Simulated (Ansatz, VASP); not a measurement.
## One calculation of MgS, two programs

```xyz
2
Lattice="2.5642 2.5642 0.0000 -2.5642 2.5642 0.0000 0.0000 2.5642 2.5642" Properties=species:S:1:pos:R:3 pbc="T T T"
Mg    0.0000    0.0000    0.0000
S     0.0000    2.5642    0.0000
```

Change from the starting cell: unstrained.

Alike in both runs: task single point; functional LDA; k mesh 8 × 8 × 8; no spin polarisation.

|  | VASP | Ansatz |
| --- | --- | --- |
| version | VASP 6.6.1 | Ansatz 0.2.0 |
| potentials or method | VASP PAW LDA potentials, release 64 (Mg, S), cutoff 520 eV | all-electron LAPW, scalar-relativistic |
| occupations | gaussian, width 0.01 eV | fixed |

Ansatz gave:

- gap on the k mesh at the Fermi level (eV): 2.65
- pressure (GPa): 0.1

What did VASP give for the same quantities?

gap on the k mesh at the Fermi level (eV): 2.65; pressure (GPa): -0.6.

Ansatz ran all-electron here, so the differences hold the error of VASP's frozen core and of both bases.

A k mesh can miss the band edges.
